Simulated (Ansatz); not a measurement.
An ideal cubic perovskite cell is held by its symmetry; such compounds can tilt or shift off centre at room temperature.

# Evanescent states of LaAlO₃ (Pm-3m, cubic perovskite, 5 atoms a cell, 10.8 Å³ an atom) along the normal of (110)

Method: r2SCAN (plane waves, PAW; Ansatz, a first-principles code).

The gap is the functional's own. No spin-orbit coupling. Mid-gap values are those at the computed energy nearest the middle.

Energies count from the valence-band top; κ is the least over a 8×6 mesh across the current.

| E (eV) | κ (1/Å) | where |
|---|---|---|
| 0.10 | 0.120 | off Γ |
| 0.28 | 0.191 | Γ |
| 0.47 | 0.227 | Γ |
| 0.67 | 0.257 | Γ |
| 0.85 | 0.281 | Γ |
| 1.04 | ? | Γ |
| 1.24 | ? | Γ |
| 1.43 | ? | Γ |
| 1.61 | ? | Γ |
| 1.80 | ? | Γ |
| 2.00 | ? | Γ |
| 2.19 | ? | Γ |
| 2.38 | ? | Γ |
| 2.56 | ? | Γ |
| 2.75 | ? | Γ |
| 2.94 | ? | Γ |
| 3.13 | 0.277 | Γ |
| 3.33 | 0.256 | Γ |
| 3.52 | 0.228 | Γ |
| 3.71 | 0.189 | Γ |
| 3.90 | 0.127 | Γ |

Problem. Some entries are withheld; supply them.

Solution. 
- 1.04, κ (1/Å): 0.302
- 1.24, κ (1/Å): 0.319
- 1.43, κ (1/Å): 0.333
- 1.61, κ (1/Å): 0.341
- 1.80, κ (1/Å): 0.340
- 2.00, κ (1/Å): 0.337
- 2.19, κ (1/Å): 0.332
- 2.38, κ (1/Å): 0.325
- 2.56, κ (1/Å): 0.317
- 2.75, κ (1/Å): 0.306
- 2.94, κ (1/Å): 0.293
